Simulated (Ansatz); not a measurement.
The system is Bi2Te2Se.

```
CELL_PARAMETERS angstrom
2.16097 1.24764 10.58557
-2.16097 1.24764 10.58557
0.00000 -2.49527 10.58557
ATOMIC_POSITIONS crystal
Bi 0.39172 0.39172 0.39172
Bi 0.60828 0.60828 0.60828
Te 0.78040 0.78040 0.78040
Te 0.21960 0.21960 0.21960
Se 0.00000 0.00000 0.00000
```

The cell is a database's computed one.

| Quantity | Value |
| --- | --- |
| Program | Ansatz 0.2.0 |
| Task | relaxation of cell and atoms |
| Functional | BLYP |
| Potentials or basis | Ansatz PAW |
| Cutoff | 420 eV (not typed: the program's choice for these potentials) |
| k mesh | 7 × 7 × 7 |
| Occupations | fermi-dirac, width 0.05 eV |
| Spin | no spin polarisation |

At the start: volume 34.25 Å³/atom.

Question: Where does the relaxation end?

Answer: It ends after 19 steps and the volume is 50.44 Å³/atom (+47.3 %); space group R-3m (No. 166, to 0.05 Å).

The path:
| step | energy change (eV) | largest force (eV/Å) | volume (Å³) |
| --- | --- | --- | --- |
| 1 | 0.0000 | 0.3444 | 171.24 |
| 2 | -0.1636 | 0.1799 | 195.33 |
| 3 | -0.1975 | 0.0713 | 196.20 |
| 4 | -0.2175 | 0.0474 | 200.56 |
| 5 | -0.2225 | 0.0030 | 205.97 |
| 6 | -0.2226 | 0.0025 | 206.77 |
| 7 | -0.2319 | 0.0019 | 206.77 |
| 8 | -0.2359 | 0.0120 | 211.58 |
| 9 | -0.2411 | 0.0201 | 220.29 |
| 10 | -0.2434 | 0.0150 | 229.14 |
| 11 | -0.2433 | 0.0147 | 230.65 |
| 12 | -0.2434 | 0.0011 | 230.32 |
| 13 | -0.2478 | 0.0009 | 230.32 |
| 14 | -0.2484 | 0.0026 | 233.18 |
| 15 | -0.2495 | 0.0197 | 242.06 |
| 16 | -0.2495 | 0.0267 | 250.80 |
| 17 | -0.2496 | 0.0046 | 251.51 |
| 18 | -0.2496 | 0.0003 | 252.19 |
| 19 | -0.2524 | 0.0004 | 252.19 |

Final structure:
```
CELL_PARAMETERS angstrom
2.23047 1.28776 14.63362
-2.23047 1.28776 14.63362
0.00000 -2.57552 14.63362
ATOMIC_POSITIONS crystal
Bi 0.37704 0.37704 0.37704
Bi 0.62296 0.62296 0.62296
Te 0.75041 0.75041 0.75041
Te 0.24959 0.24959 0.24959
Se 0.00000 0.00000 0.00000
```

Caveat: the volume moved by over 15 % at a fixed basis, so the end points are rough; the plane-wave basis is chosen anew once the cell has moved, so the energies of steps on either side of that aren't comparable; the PAW data sets come from PBE, with cores solved anew for the run's functional, which leaves a small shift of forces and pressure.
